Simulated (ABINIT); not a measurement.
Here is an ABINIT 10.8.3 (patched build) calculation.

Contents of run.abi:

```
# Pseudopotentials
pp_dirpath "./"
pseudos "Ge.GGA_PBE-JTH.xml"

# Structure
acell 5.5683893446 5.5683893446 5.5683893446
rprim
    -0.5458442478     0.5458442478     0.6356949852
     0.5458442478    -0.5458442478     0.6356949852
     0.5458442478     0.5458442478    -0.6356949852
ntypat 1
znucl 32
natom 1
typat 1
xred
     0.5000000000     0.5000000000     0.0000000000

# Plane-wave basis
ecut 707.496042 eV
pawecutdg 48.0

# k points
kptopt 1
ngkpt 12 12 12
nshiftk 1
shiftk 0.0 0.0 0.0

# Exchange and correlation
ixc -497498
usekden 1
pawxcdev 0

# Bands and occupations
nband 11
occopt 3
tsmear 0.05 eV

# SCF cycle
nstep 100
tolvrs 1.0e-7

# Output
iomode 3
prtwf 0
prtden 0
prteig 0
prtebands 0
enunit 2
```

Potentials or basis: JTH PAW PBE v2.0.

Command:

```bash
$ abinit run.abi > log 2>&1
```

Task: Estimate the band gap on the k mesh.

Result: None (metal or under the smearing width).

Task: Estimate the pressure.

Result: -1.0 GPa.

Stress tensor (GPa, compression positive):
```
-1.08  0.00  0.00
 0.00 -1.08  0.00
 0.00  0.00 -0.88
```

Caveat: the PAW data sets were made with another functional, which shifts forces and pressure a little.
